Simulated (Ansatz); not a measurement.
The system is GaN.

```xyz
4
Lattice="3.1800 0.0000 0.0000 -1.5900 2.7540 0.0000 0.0000 0.0000 5.1660" Properties=species:S:1:pos:R:3 pbc="T T T"
Ga    1.5900    0.9180    2.5830
Ga    0.0000    1.8360    0.0000
N     1.5900    0.9180    4.5203
N     0.0000    1.8360    1.9373
```

Base run:

| Item | Value |
| --- | --- |
| Program | Ansatz 0.2.0 |
| Functional | PBE0 |
| Potentials or basis | Ansatz PAW |
| Cutoff | 420 eV |
| Density cutoff | 1680 eV |
| k mesh | 6 × 6 × 3 |
| Occupations | fermi-dirac, width 0.05 eV |
| Spin | no spin polarisation |

Its results: band gap on the k mesh 3.93 eV, direct; largest force 0.156 eV/Å.

Task: The run is repeated on the same cell with these changes: functional from PBE0 to r2SCAN; cutoff from 420 eV to 500 eV; density cutoff from 1680 eV to 2000 eV. What comes out?

Result: Band gap on the k mesh 2.38 eV, direct; largest force 0.141 eV/Å.

PBE0 gives the wider gap, since exact exchange removes part of the self-interaction.

Caveats: the PAW data sets come from PBE, with cores solved anew for the run's functional, which leaves a small shift of forces and pressure.

Not every run made on this cell is shown here.
